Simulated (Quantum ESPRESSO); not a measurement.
A run of Quantum ESPRESSO 7.5:

pw.in

```
&CONTROL
  calculation = 'scf'
  prefix = 'pwscf'
  outdir = './tmp'
  pseudo_dir = './pseudo'
  tprnfor = .true.
  tstress = .true.
  disk_io = 'low'
/
&SYSTEM
  ibrav = 0
  nat = 2
  ntyp = 2
  ecutwfc = 80
  nbnd = 22
  input_dft = 'vdw-df2-b86r'
  occupations = 'smearing'
  smearing = 'fd'
  degauss = 0.00367493
/
&ELECTRONS
  conv_thr = 4d-10
  electron_maxstep = 120
  mixing_beta = 0.5
/
ATOMIC_SPECIES
Pb   207.2000 Pb.upf
Te   127.6000 Te.upf
CELL_PARAMETERS angstrom
   0.0000000000    3.2310000000    3.2310000000
   3.2310000000    0.0000000000    3.2310000000
   3.2310000000    3.2310000000    0.0000000000
ATOMIC_POSITIONS crystal
Pb     0.0000000000    0.0000000000    0.0000000000
Te     0.5000000000    0.5000000000    0.5000000000
K_POINTS automatic
4 4 4 1 1 1
```

The input relax.in:

```
&CONTROL
  calculation = 'vc-relax'
  prefix = 'pwscf'
  outdir = './tmp'
  pseudo_dir = './pseudo'
  tprnfor = .true.
  tstress = .true.
  disk_io = 'low'
  nstep = 40
  forc_conv_thr = 0.0001
  etot_conv_thr = 1d-06
/
&SYSTEM
  ibrav = 0
  nat = 2
  ntyp = 2
  ecutwfc = 80
  nbnd = 22
  input_dft = 'vdw-df2-b86r'
  occupations = 'smearing'
  smearing = 'fd'
  degauss = 0.00367493
/
&ELECTRONS
  conv_thr = 4d-10
  electron_maxstep = 120
  mixing_beta = 0.5
/
&IONS
  ion_dynamics = 'bfgs'
/
&CELL
  cell_dynamics = 'bfgs'
  press = 0
  press_conv_thr = 0.2
/
ATOMIC_SPECIES
Pb   207.2000 Pb.upf
Te   127.6000 Te.upf
CELL_PARAMETERS angstrom
   0.0000000000    3.2310000000    3.2310000000
   3.2310000000    0.0000000000    3.2310000000
   3.2310000000    3.2310000000    0.0000000000
ATOMIC_POSITIONS crystal
Pb     0.0000000000    0.0000000000    0.0000000000
Te     0.5000000000    0.5000000000    0.5000000000
K_POINTS automatic
4 4 4 1 1 1
```

Contents of scf2.in:

```
&CONTROL
  calculation = 'scf'
  prefix = 'pwscf'
  outdir = './tmp'
  pseudo_dir = './pseudo'
  tprnfor = .true.
  tstress = .true.
  disk_io = 'low'
/
&SYSTEM
  ibrav = 0
  nat = 2
  ntyp = 2
  ecutwfc = 80
  nbnd = 22
  input_dft = 'vdw-df2-b86r'
  occupations = 'fixed'
/
&ELECTRONS
  conv_thr = 1d-13
  electron_maxstep = 120
  mixing_beta = 0.5
  startingpot = 'file'
  startingwfc = 'file'
/
ATOMIC_SPECIES
Pb   207.2000 Pb.upf
Te   127.6000 Te.upf
CELL_PARAMETERS angstrom
   0.0000000000    3.2625912964    3.2625912964
   3.2625912964    0.0000000000    3.2625912964
   3.2625912964    3.2625912964    0.0000000000
ATOMIC_POSITIONS crystal
Pb     0.0000000000    0.0000000000    0.0000000000
Te     0.5000000000    0.5000000000    0.5000000000
K_POINTS automatic
4 4 4 1 1 1
```

Contents of ph.in:

```
phonons of TePb
&INPUTPH
  prefix = 'pwscf'
  outdir = './tmp'
  tr2_ph = 1d-16
  fildyn = 'dyn'
  niter_ph = 60
  alpha_mix(1) = 0.7
  epsil = .true.
/
0.0000000000 0.0000000000 0.0000000000
```

Contents of dynmat.in:

```
&INPUT
  fildyn = 'dyn'
  asr = 'crystal'
  lperm = .true.
  filout = 'dynmat.disp'
  fileig = 'dynmat.eig'
/
```

Contents of dynmat_lo.in:

```
&INPUT
  fildyn = 'dyn'
  asr = 'crystal'
  filout = 'dynmat_lo.disp'
  fileig = 'dynmat_lo.eig'
  q(1) = 0
  q(2) = 0
  q(3) = 1
/
```

Potentials or basis: PseudoDojo 0.4.1 SR PBE standard.

Command:

```console
$ OMP_NUM_THREADS=1 pw.x -in pw.in > pw.out
$ OMP_NUM_THREADS=1 pw.x -in relax.in > relax.out
$ OMP_NUM_THREADS=1 pw.x -in scf2.in > scf2.out
$ OMP_NUM_THREADS=1 ph.x -in ph.in > ph.out
$ OMP_NUM_THREADS=1 dynmat.x -in dynmat.in > dynmat.out
$ OMP_NUM_THREADS=1 dynmat.x -in dynmat_lo.in > dynmat_lo.out
```

Hardware: 1 thread of Arm Neoverse V2, on a shared host.

**Question.** How long does it take, and how much memory?

**Answer.** It took 15 min on 1 thread of Arm Neoverse V2 (shared host), peak memory 0.31 GiB. Counts: scf iterations 61, k pools 1, bands 22, ion steps 6, k points 10, g dense 44039.
